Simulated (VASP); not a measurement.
Runs of VASP 6.6.1 on Ge. Symmetry: P6_3/mmc, No. 194, hexagonal system. The conventional cell has a = 3.998 Å, b = 3.998 Å, c = 6.599 Å, α = 90.00°, β = 90.00°, γ = 120.00°. Around Ge (site symmetry 3m) lie 4 Ge at 2.45 to 2.47 Å. This isn't the form of Ge at room conditions, which is diamond.

```csv
task,level,potentials or basis,spin,cell,k mesh,cutoff (eV),gap on the mesh (eV),pressure (GPa),largest force (eV/Å)
relaxation of cell and atoms,PBEsol,"VASP PAW PBE potentials, release 64 (Ge_d)",off,relaxed,12 × 12 × 5,600,0.02,0.0,-
band structure,PBEsol,"VASP PAW PBE potentials, release 64 (Ge_d)",off,"P6_3/mmc, 22.8 Å³/atom",12 × 12 × 5,520,-,-0.1,-
band structure,PBEsol,"VASP PAW PBE potentials, release 64 (Ge_d)","SOC, no magnetisation","P6_3/mmc, 22.8 Å³/atom",6 × 6 × 3,520,-,0.2,0.01
band structure,r2SCAN,"VASP PAW PBE potentials, release 64 (Ge_d)",off,"P6_3/mmc, 22.8 Å³/atom",12 × 12 × 5,520,(b),(a),0.01
band structure,LDA,"VASP PAW LDA potentials, release 64 (Ge_d)",off,"P6_3/mmc, 22.8 Å³/atom",12 × 12 × 5,520,-,-1.7,0.01
band structure,TB-mBJ,"VASP PAW PBE potentials, release 64 (Ge_d)",off,"P6_3/mmc, 22.8 Å³/atom",12 × 12 × 5,520,0.34,-,-
```

Alike in all rows: smearing gaussian 0.03 eV.

Q: Fill in the values left out.

A: (a) -0.2; (b) 0.06.

Caveats: the PAW data sets were made with another functional, which shifts forces and pressure a little (some runs); an odd mesh through Γ misses points on the zone boundary, where band edges often lie (some runs).

A k mesh can miss the band edges, and rows without SOC leave out spin-orbit coupling on Ge.
